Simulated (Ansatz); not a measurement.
Runs of Ansatz 0.2.0 on W. The structure is cubic, space group Im-3m (No. 229). Conventional cell: a = 3.165 Å, b = 3.165 Å, c = 3.165 Å, α = 90.00°, β = 90.00°, γ = 90.00°. W (site symmetry m-3m) has 8 W at 2.74 Å as nearest neighbours. 

```tsv
task	level	spin	k mesh	cutoff (eV)	atoms under strain	q mesh	points for each segment of the path	gap on the mesh (eV)	pressure (GPa)	V0 of scaled cells (Å³/atom)	B0 (GPa)
elastic constants	PBEsol	off	10 × 10 × 10	420	relaxed	-	-	none	-2.9	-	-
equation of state	r2SCAN	off	12 × 12 × 12	500	-	-	-	-	-	(a)	(b)
phonons	PBEsol	off	10 × 10 × 10	420	-	2 × 2 × 2	8	none	-	-	-
equation of state	LDA	off	12 × 12 × 12	420	-	-	-	-	-	15.40	327
band structure	PBEsol	SOC, no magnetisation	12 × 12 × 12	420	-	-	14	none	-2.4	-	-
```

Alike in all rows: potentials or basis Ansatz PAW; cell as given; smearing fermi-dirac 0.05 eV.

**Question.** Estimate the missing entries.

**Answer.** (a) 15.92; (b) 319.

Caveats: the PAW data sets come from PBE, with cores solved anew for the run's functional, which leaves a small shift of forces and pressure (some runs); elastic constants of metals need much finer meshes, so these are rough (some runs); the PAW data sets were made with another functional, which shifts forces and pressure a little (some runs); some levels weren't fully converged (some runs).

A k mesh can miss the band edges, and rows without SOC leave out spin-orbit coupling on W.

A gap of «none» marks a metal or a gap under the smearing width.

Runs at the PBE level aren't shown here.
